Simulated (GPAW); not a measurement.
Runs of GPAW 26.7.0 on BaTiO3 (Barioperovskite). Symmetry: Amm2, No. 38, orthorhombic system. Conventional cell: a = 3.986 Å, b = 5.674 Å, c = 5.690 Å, α = 90.00°, β = 90.00°, γ = 90.00°. Around Ba (site symmetry mm2) lie 12 O at 2.77 to 2.92 Å. Around Ti (site symmetry mm2) lie 6 O at 1.93 to 2.09 Å. O (site symmetry m) has 2 Ti at 1.93 to 2.09 Å as nearest neighbours. Around O (site symmetry mm2) lie 2 Ti at 2.00 Å. 

```csv
task,level,potentials or basis,cell,k mesh,ranks,band path,band points,eigensolver,gap on the mesh (eV),pressure (GPa),largest force (eV/Å)
single point,PW91,"PAW data sets generated in the run's folder for this functional, pw",as given,5 × 5 × 5,-,-,-,-,2.01,(b),0.25
single point,PBEsol,"PAW data sets generated in the run's folder for this functional, pw","atoms moved at random, drawn with an rms of 0.05 Å",7 × 7 × 7,4,-,-,-,1.94,-1.8,0.62
band structure,r2SCAN,"GPAW PAW data sets (gpaw-data 1.2.1), pw",as given,5 × 5 × 5,-,"GXSRAZGYX1A1TY,ZT",60,-,2.39,0.6,(c)
single point,PBE,"GPAW PAW data sets (gpaw-data 1.2.1), pw",as given,5 × 5 × 5,-,-,-,-,(a),3.6,0.25
single point,vdW-DF2,"GPAW PAW data sets (gpaw-data 1.2.1), pw",as given,5 × 5 × 5,-,-,-,-,2.04,-,0.25
single point,TB-mBJ,"GPAW PAW data sets for LDA (gpaw-data 1.2.1), pw",as given,5 × 5 × 5,-,-,-,-,2.73,-,-
single point,BLYP,"PAW data sets generated in the run's folder for this functional, pw",as given,5 × 5 × 5,-,-,-,davidson,2.05,9.0,0.26
single point,LDA,"the program's PAW data sets (release 1.2.1) made for this functional, pw",as given,7 × 7 × 7,-,-,-,-,1.87,-7.3,0.31
```

Alike in all rows: no spin polarisation; cutoff (eV) 800; smearing fermi-dirac 0.05 eV.

Fill in the values left out.

(a) 2.02; (b) 3.0; (c) 0.29.

Caveats: spin-orbit coupling is left out, which moves the levels of the heavy elements; an odd mesh through Γ misses points on the zone boundary, where band edges often lie (some runs); the PAW data sets were made with another functional, which shifts forces and pressure a little (some runs); the mesh misses the band edges, which the band path finds closer together (some runs); a model potential gives levels but no total energy (some runs).

A k mesh can miss the band edges, and the runs leave out spin-orbit coupling on Ba.
